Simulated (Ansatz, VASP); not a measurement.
One calculation of MoS2, two programs

```xyz
3
Lattice="3.3011 0.0000 0.0000 -1.6505 2.8588 0.0000 0.0000 0.0000 6.4565" Properties=species:S:1:pos:R:3 pbc="T T T"
Mo    0.0000    0.0000    3.2282
S     0.0000    1.9059    1.6485
S     1.6505    0.9529    4.8080
```

Measurements of this composition are mostly on another form, of space group No. 194.

Alike in both runs: task single point; functional LDA; k mesh 10 × 10 × 5; no spin polarisation.

|  | VASP | Ansatz |
| --- | --- | --- |
| version | VASP 6.6.1 | Ansatz 0.2.0 |
| potentials or method | VASP PAW LDA potentials, release 64 (Mo_sv, S) | plane waves, PAW |
| plane-wave cutoff (eV) | 520 | 500 |
| occupations | methfessel-paxton of order 1, width 0.05 eV | cold, width 0.05 eV |
| valence electrons in the cell | 26 | 26 |

|  | VASP | Ansatz | Ansatz less VASP |
| --- | --- | --- | --- |
| pressure (GPa) | -12.9 | -13.0 | -0.10 |
| largest component of the traceless stress (GPa) | 1.66 | 1.65 | -0.014 |
